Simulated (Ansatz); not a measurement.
Ansatz input

```yaml
crystal:
  lattice:
    - [5.7510954912, 0.0, 0.0]
    - [-2.8755477456, 4.9805947949, 0.0]
    - [0.0, 0.0, 3.376458774]
  atoms:
    - { symbol: Te, position: [0.0, 0.0, 0.0] }
    - { symbol: Te, position: [0.3333333333, 0.6666666667, 0.5] }
    - { symbol: Te, position: [0.6666666667, 0.3333333333, 0.5] }
hamiltonian:
  xc: rpbe
  pseudopotentials:
    kind: paw
    azcp:
      Te: "pseudopotentials/Te.paw.azcp"
basis:
  ecutwfc: 420
  fft_grid_basis: typed
kpoints:
  mp_grid: { grid: [8, 8, 11], shift: [0, 0, 0] }
magnetization:
  spin_polarized: false
scf:
  occupations: { method: fermi_dirac, width: 0.1 }
  lower_state_search: "off"
output:
  stress: true
```

Output

```
Engine: ansatz 0.2.0, aarch64-unknown-linux-gnu
Pseudopotentials: kind: paw
Pseudopotential: Te, paw, valence charge 16, recommended cutoff 420 eV (normal) 
Functional definition: RPBE
  parameter kappa = 0.804
  parameter beta = 0.06672455060314922
  exchange = rpbe_x(kappa = kappa, mu = beta*pi^2/3)
  correlation = pbe_c(beta = beta)
Crystal: 3 atoms, lattice volume = 96.715 Å³
Basis set: ecut = 420 eV, 1907 PW (Γ)
Bands: 28, of which v1, the nominal top of the filled ones, is band 24 counted from 1 (23 counted from 0)
Symmetry: 24 space group operations
Space group: P6/mmm (ITA 191), of the structure as read, at distance tolerance 4.6e-5 Å
k-points: 60 of 704
Non-local potential: Te, projectors of the file, l = 0: 2, l = 1: 2, l = 2: 2, l = 3: 2
PAW form: soft (Blöchl's): semilocal exchange-correlation on the pseudo side does not see the compensation charge
PAW frozen core: Te, regenerated for the run's functional, and the local potential with it (the file was generated under x = pbe(κ = 0.804, μ = 0.2195149727645171), c = pbe(β = 0.06672455060314922))
PAW one-centre angular grid: Te, 590 points (default); XC on 64 Gauss nodes
Initial density: superposition of atomic densities (neutral atoms: chi_scale 0, normalization atom), corrected by the library's trained network
Initial wavefunctions: pseudopotential atomic-orbital guess
Functional: x = rpbe, c = pbe(β = 0.06672455060314922)
SCF iter   1: F=—  HF=-20965.240772 eV  |F-HF|=—  |Δ(HF+E_count)|=         —  Δρ=2.04e-3  dr2=2.73e-3  ethr=1.77e-3  ⟨swp⟩=6.5  Hψ=7140  notcnv=0
SCF iter   2: F=—  HF=-20965.239539 eV  |F-HF|=—  |Δ(HF+E_count)|=   1.23e-3  Δρ=1.09e-3  dr2=1.08e-3  ethr=5.68e-6  ⟨swp⟩=2.0  Hψ=3572  notcnv=0
SCF iter   3: F=—  HF=-20965.240135 eV  |F-HF|=—  |Δ(HF+E_count)|=   5.95e-4  Δρ=5.07e-4  dr2=2.49e-4  ethr=2.25e-6  ⟨swp⟩=2.0  Hψ=2069  notcnv=0
SCF iter   4: F=—  HF=-20965.240284 eV  |F-HF|=—  |Δ(HF+E_count)|=   1.49e-4  Δρ=9.73e-5  dr2=1.10e-5  ethr=5.19e-7  ⟨swp⟩=2.0  Hψ=2226  notcnv=0
SCF iter   5: F=—  HF=-20965.240288 eV  |F-HF|=—  |Δ(HF+E_count)|=   4.28e-6  Δρ=2.97e-5  dr2=1.28e-6  ethr=2.30e-8  ⟨swp⟩=2.4  Hψ=3276  notcnv=0
SCF iter   6: F=—  HF=-20965.240288 eV  |F-HF|=—  |Δ(HF+E_count)|=   3.21e-7  Δρ=1.05e-5  dr2=2.21e-7  ethr=2.66e-9  ⟨swp⟩=3.0  Hψ=3521  notcnv=0
SCF iter   7: F=-20965.240288 eV  HF=-20965.240288 eV  |F-HF|=5.24e-9  |Δ(HF+E_count)|=   9.56e-9  Δρ=3.72e-6  dr2=1.80e-8  ethr=2.08e-10  ⟨swp⟩=5.0  Hψ=5628  notcnv=0
SCF 1 converged in 7 iterations: F = -20965.240288 eV  dr2 = 1.80e-8
SCF converged after 7 iterations
Free energy (F): -20965.240288 eV
Harris-Foulkes:  -20965.240288 eV  (|F-HF|=5.24e-9)
Internal energy: -20965.141572 eV  (E = F + TS)
E sigma→0 (E₀):  -20965.190930 eV
Entropy (-TS):   -0.098716 eV (-32.905 meV/atom)
Fermi energy:    9.355173 eV
--- Per-component energies (eV) ---
  E_band       = -762.334581
  E_kinetic    = 534.712444
  E_local      = -3426.140706  (includes V_loc(G=0)·N_el)
  E_nonlocal   = -935.090426
  E_hartree    = 2253.607117
  E_xc         = -370.035583
  E_vxc        = -307.559144  (∫ρ·V_xc dr)
  E_paw        = -14011.841718  (= ΣΔE_a)
  E_vpaw       = -1135.472359  (= ΣTr[D̂ρ^β])
  E_aug_tail   = -0.000580  (compensation charges beyond the density's cutoff)
  E_ewald      = -5010.235167
  E_core_change = -0.116953  (= ΣΔE_core)
  E_smearing   = -0.098716  (= −TS)
  E_closure    = -0.000000  (closes the sum)
  Σ components = -20965.240288   (vs F -20965.240288, Δ=0.00e0)
--- Stress (GPa, compression-positive) ---
       -2.515948      -0.000000       0.000000
       -0.000000      -2.515948       0.000000
        0.000000       0.000000      -4.321209
  P = ⅓ Tr σ = -3.1177 GPa (-31.177 kbar)
```
